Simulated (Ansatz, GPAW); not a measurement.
# One calculation of MgO, 3 ways

```
CELL_PARAMETERS angstrom
0.00000 2.09700 2.09700
2.09700 0.00000 2.09700
2.09700 2.09700 0.00000
ATOMIC_POSITIONS crystal
Mg 0.00000 0.00000 0.00000
O 0.50000 0.50000 0.50000
```

The cell is a database's computed one, not the measured one.

Alike in all runs: task single point; functional PBE; k mesh 11 × 11 × 11; occupations gaussian, width 0.016 eV; no spin polarisation; no spin-orbit coupling. Pressure is positive in compression and, in plane waves, holds the error of the finite cutoff, which Ansatz's Pulay term estimates and takes out.

| program and potentials | plane-wave cutoff (eV) | notes | pressure (GPa) |
| --- | --- | --- | --- |
| Ansatz, Ansatz PAW | 420 | Pulay term of +0.60 GPa included | 6.91 |
| Ansatz, all-electron LAPW, scalar-relativistic | - | - | 6.97 |
| GPAW, GPAW PAW data sets (gpaw-data 1.2.1) | 800 | - | 6.97 |

The pressure spans 6.91 (Ansatz, Ansatz PAW) to 6.97 GPa (Ansatz, all-electron LAPW, scalar-relativistic), with all-electron results at 6.97.

Differences between rows come from potentials, basis sets and numerical settings, since the functional is the same but for its coding. Runs on potential files found faulty are left out.

All three calculations put MgO under compression at this cell, so PBE would relax it to a larger volume. In this rocksalt crystal, symmetry makes the stress isotropic and the forces zero, leaving the volume as the only structural freedom. The equilibrium volume is set by the balance between the Madelung attraction of the ions and the Pauli repulsion of their closed shells, and PBE typically places that balance at too long a Mg-O distance in ionic oxides. The cell therefore probably comes from a functional that gives shorter bonds, and the pressure mostly reflects that mismatch.

The close agreement between the PAW and all-electron results supports this reading, since the differences between them are tiny beside the pressure itself. For Ansatz PAW, however, the agreement rests on the Pulay term, which at +0.60 GPa is much larger than the remaining difference from the all-electron value. A pressure at a single volume gives the direction of relaxation, but neither the equilibrium lattice constant nor the bulk modulus.
